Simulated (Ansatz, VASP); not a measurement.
## ZrB5 in VASP and in Ansatz

```
Zr B
1.0
     3.92124   -2.30666    0.82383
     3.92124    2.30666    0.82383
    -1.69273    0.00000    2.50776
Zr B
1 5
Direct
  0.22256 0.77744 0.50000
  0.74577 0.25423 0.00000
  0.34436 0.27135 0.80758
  0.72865 0.65564 0.19242
  0.54329 0.08462 0.31340
  0.91538 0.45671 0.68660
```

Change from the starting cell: species swapped into the Li5Mg type (C2, No. 5).

Alike in both runs: functional PBE; k mesh 6 × 6 × 4; occupations gaussian, width 0.1 eV; no spin polarisation.

Ansatz relaxed the structure, and its values are those at the end. VASP's run is a single point on that final structure, the one shown.

```csv
,VASP,Ansatz
version,VASP 6.6.1,Ansatz 0.2.0
potentials or method,"VASP PAW PBE potentials, release 64 (Zr_sv, B)","scalar-relativistic, plane waves, PAW"
plane-wave cutoff (eV),520,420
valence electrons in the cell,27,27
```

```csv
,VASP,Ansatz,Ansatz less VASP
gap on the k mesh at the Fermi level (eV),none,none,-
pressure (GPa),0.2,0.1,-0.10
rms of the force components (eV/Å),0.006,0.006,-0.0003
```

A gap of «none» marks a metal or a gap that the smearing closes.

Caveats: the k mesh is coarse (spacing up to 0.56 Å⁻¹), so the values aren't converged.
